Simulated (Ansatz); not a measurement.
# FeS2 — 33S NMR of the central transition

Cell: a structure deposited in the COD (the entry's cell lengths or inner coordinates differ somewhat from later room-temperature determinations).

Space group Pnnm (No. 58); a = 4.4400, b = 5.3900, c = 3.3700 Å.

```csv
site,Wyckoff,site symmetry,x,y,z
Fe,2a,..2/m,0.0000,0.0000,0.0000
S,4g,..m,0.2030,0.3750,0.0000
```

One atom of each set is listed.

Method: Kohn–Sham DFT in Ansatz, PBE, plane waves and PAW, scalar-relativistic, collinear spin, 420 eV cutoff, Γ-centred 10×8×13 k-points, Fermi–Dirac smearing 0.05 eV. Start moments as typed (μB): 3 on each Fe, none on the rest.

33S has I = 3/2 and Q = -69.40 mb (Pyykkö 2018); at 23.5 T its Larmor frequency is ν₀ = 76.9 MHz. Only the quadrupole interaction is simulated: positions count from each site's isotropic chemical shift, and shift anisotropy, dipolar and J coupling are left out.

Simulated pattern of one S site (static powder, Gaussian broadening 60 kHz):

```
offset (kHz)  height
      -791.9       1
      -738.1      21
      -684.2      52
      -630.3      59
      -576.4      65
      -522.5      75
      -468.6      95
      -414.7     100
      -360.8      79
      -307.0      69
      -253.1      63
      -199.2      60
      -145.3      58
       -91.4      58
       -37.5      57
        16.4      51
        70.2      48
       124.1      53
       178.0      62
       231.9      84
       285.8      95
       339.7      60
       393.6      21
       447.5       1
```

Problem. Which |C_Q| and η does the pattern imply?

Solution. The pattern spans 1115 kHz before broadening and its centre of gravity is at -179 kHz, which fixes P_Q; the places of the horns and steps fix η. That gives P_Q = 23.4 MHz, |C_Q| = 23.2 MHz and η = 0.25. The sign of C_Q can't be read from the pattern.

The structure holds S–S bonds (2.25 Å). At S V_zz points along its one bond to S (within 1°).

With ν_Q/ν₀ up to 0.15, terms beyond second order are no longer negligible.

The start moments die out, and the run ends without spin.

Hardware: 4 threads of Intel Xeon Platinum 8259CL CPU @ 2.50GHz (Skylake/Cascade Lake) (x86_64; 32 cores open to the job, memory cap 10.0 GiB, no GPU), a shared host with a load of 0.6 a core. Wall time 48 s, CPU time 2.6 min, peak memory 1.2 GiB.
